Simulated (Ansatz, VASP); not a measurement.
# NaCl in VASP and in Ansatz

```
CELL_PARAMETERS angstrom
4.54201 0.00000 0.00000
-2.27100 3.93350 0.00000
0.00000 0.00000 25.45122
ATOMIC_POSITIONS crystal
Na 0.00000 0.00000 0.29469
Cl 0.66667 0.33333 0.29467
```

Alike in both runs: functional PBE; k mesh 6 × 6 × 1; occupations gaussian, width 0.02 eV; no spin polarisation.

Ansatz relaxed the structure, and its values are those at the end. VASP's run is a single point on that final structure, the one shown.

|  | VASP | Ansatz |
| --- | --- | --- |
| version | VASP 6.6.1 | Ansatz 0.2.0 |
| potentials or method | VASP PAW PBE potentials, release 64 (Na_pv, Cl) | scalar-relativistic, plane waves, PAW |
| plane-wave cutoff (eV) | 520 | 420 |
| valence electrons in the cell | 14 | 16 |

```csv
,VASP,Ansatz,Ansatz less VASP
gap on the k mesh at the Fermi level (eV),5.04,5.04,-0.003
least direct gap on the mesh (eV),5.21,5.21,-0.003
```

The two sets of potentials don't hold the same shells in valence. Ansatz warned: «xc_potential_rough_in_thin_density».
